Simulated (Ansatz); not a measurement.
# EuO: the cost of one run

Program: Ansatz 0.2.0. Level of theory: DFT PBE+U (U_eff = 6 eV on Eu 4f), scalar-relativistic, plane waves, PAW. These are calculated values, not measurements.

2 further runs of the same task are left out: 2 set aside as unsound or not needed.

### Step 1. The starting structure

The structure is cubic, space group Fm-3m (No. 225). The conventional cell has a = 5.144 Å, b = 5.144 Å, c = 5.144 Å, α = 90.00°, β = 90.00°, γ = 90.00°. Around Eu (site symmetry m-3m) lie 6 O at 2.57 Å. O (site symmetry m-3m) has 6 Eu at 2.57 Å as nearest neighbours.

Structure file:

```
CELL_PARAMETERS angstrom
0.00000 2.57195 2.57195
2.57195 0.00000 2.57195
2.57195 2.57195 0.00000
ATOMIC_POSITIONS crystal
Eu 0.50000 0.50000 0.50000
O 0.00000 0.00000 0.00000
```

The cell is the measured one, not relaxed. An earlier run on this cell at PBE+U (U_eff = 6 eV on Eu 4f) gave 1.71 GPa at 17.013 Å³/atom (10×10×10 mesh), gap on the mesh 0.29 eV, moments in the atoms' spheres Eu 6.75; O -0.08 μB.

### Step 2. Bands on a fine mesh

input.yaml reads:

```yaml
crystal:
  lattice:
    - [0.0, 2.5719519658, 2.5719519658]
    - [2.5719519658, 0.0, 2.5719519658]
    - [2.5719519658, 2.5719519658, 0.0]
  atoms:
    - { symbol: Eu, position: [0.5, 0.5, 0.5], spin: 7.43 }
    - { symbol: O, position: [0.0, 0.0, 0.0] }
basis:
  ecutwfc: 420
  ecutrho_ratio: 4
kpoints:
  mp_grid: { grid: [10, 10, 10] }
hamiltonian:
  xc: pbe
  hubbard: { sites: [{ species: Eu, l: f, u_eff: 6.0 }] }
scf:
  occupations: { method: gaussian, width: 0.05 }
  lower_state_search: "off"
output:
  forces: true
  stress: true
  eigenvalues: true
  populations: true
  hubbard: { sites: [{ species: Eu, l: f }] }
  eigenstates:
    nscf_kmesh: { grid: [20, 20, 20] }
    de_dk: true
    e_range: [-2.5, 2.790158416931]
  write_density: true
  write_potential: true
  elf: true
  volumetric_format: npy
magnetization:
  spin_polarized: true
checkpoint:
  read: start.run
  write: ck
  compress: false
  write_wavefunctions: false
  write_every: 100000
```

It reads its starting density from start.run, saved by an earlier run on this cell.

Command:

```console
$ ansatz run input.yaml --threads 4 --pin off --max-ram 9216MiB --backend cpu --events-out ev --progress --plain --runs-dir out
```

**Question.** How long does this run take on 4 threads of Intel Xeon Platinum 8259CL at 2.50GHz (Skylake/Cascade Lake), shared host, and how much memory does it need?

About 5.8 s, with a peak of 0.59 GiB.
